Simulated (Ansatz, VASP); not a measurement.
# One calculation of C, two programs

Contents of INCAR:

```
SYSTEM = C
ALGO     = Fast           ! electronic algorithm
EDIFF    = 1E-6           ! SCF threshold, eV
ENCUT    = 520            ! plane-wave cutoff, eV
GGA      = PE             ! functional
GGA_COMPAT= .FALSE.      
ISIF     = 2              ! what is computed and relaxed
ISMEAR   = -1             ! smearing method
LASPH    = .TRUE.         ! aspherical terms in the spheres
LCHARG   = .FALSE.        ! write CHGCAR
LORBIT   = 11             ! projections on sites
LORBMOM  = .TRUE.       
LREAL    = .FALSE.        ! projectors in reciprocal space
LSORBIT  = .TRUE.         ! spin-orbit coupling
LWAVE    = .FALSE.        ! write WAVECAR
MAGMOM   = 0 0 0 0 0 0 0 0 0 0 0 0 ! initial moments
NBANDS   = 30             ! bands
NELM     = 150            ! most SCF steps
PREC     = Accurate       ! precision mode
SIGMA    = 0.05           ! smearing width, eV
```

The input KPOINTS:

```
k-points
0
G
  15 15 5
  0 0 0
```

File POSCAR:

```
C
1.0
    2.4665708696      0.0000000000      0.0000000000
   -1.2332854348      2.1361130333      0.0000000000
    0.0000000000      0.0000000000      8.4881236773
C
4
Direct
    0.0000000000      0.0000000000      0.2500000000
    0.0000000000      0.0000000000      0.7500000000
    0.3333333333      0.6666666667      0.2500000000
    0.6666666667      0.3333333333      0.7500000000
```

Input for Ansatz:

```yaml
crystal:
  lattice:
    - [2.4665708696, 0.0, 0.0]
    - [-1.2332854348, 2.1361130333, 0.0]
    - [0.0, 0.0, 8.4881236773]
  atoms:
    - { symbol: C, position: [0.0, 0.0, 0.25] }
    - { symbol: C, position: [0.0, 0.0, 0.75] }
    - { symbol: C, position: [0.3333333333, 0.6666666667, 0.25] }
    - { symbol: C, position: [0.6666666667, 0.3333333333, 0.75] }
kpoints:
  mp_grid: { grid: [15, 15, 5] }
scf:
  occupations: { method: fermi_dirac, width: 0.05 }
hamiltonian:
  xc: pbe
  pseudopotentials: { kind: all_electron, lapw: { basis_error: 0.0005 } }
output:
  forces: true
  stress: true
  eigenvalues: true
magnetization:
  noncollinear: true
  spin_orbit: true
```

Alike in both runs: task single point; functional PBE; k mesh 15 × 15 × 5; occupations fermi-dirac, width 0.05 eV; non-collinear spin, spin-orbit coupling.

|  | VASP | Ansatz |
| --- | --- | --- |
| version | VASP 6.6.1 | Ansatz 0.2.0 |
| potentials or method | VASP PAW PBE potentials, release 64 (C) | all-electron LAPW |
| plane-wave cutoff (eV) | 520 | see its input |

|  | VASP | Ansatz | Ansatz less VASP |
| --- | --- | --- | --- |
| pressure (GPa) | 0.4 | 0.0 | -0.47 |
| largest component of the traceless stress (GPa) | 0.32 | 0.09 | -0.228 |
| net moment per atom (μB) | 0.00 | 0.00 | 0.000 |

Ansatz ran all-electron here, so the differences hold the error of VASP's frozen core and of both bases.

Caveats: this functional lacks dispersion, which binds the layers, so the pressure and a relaxed spacing across them are unreliable.
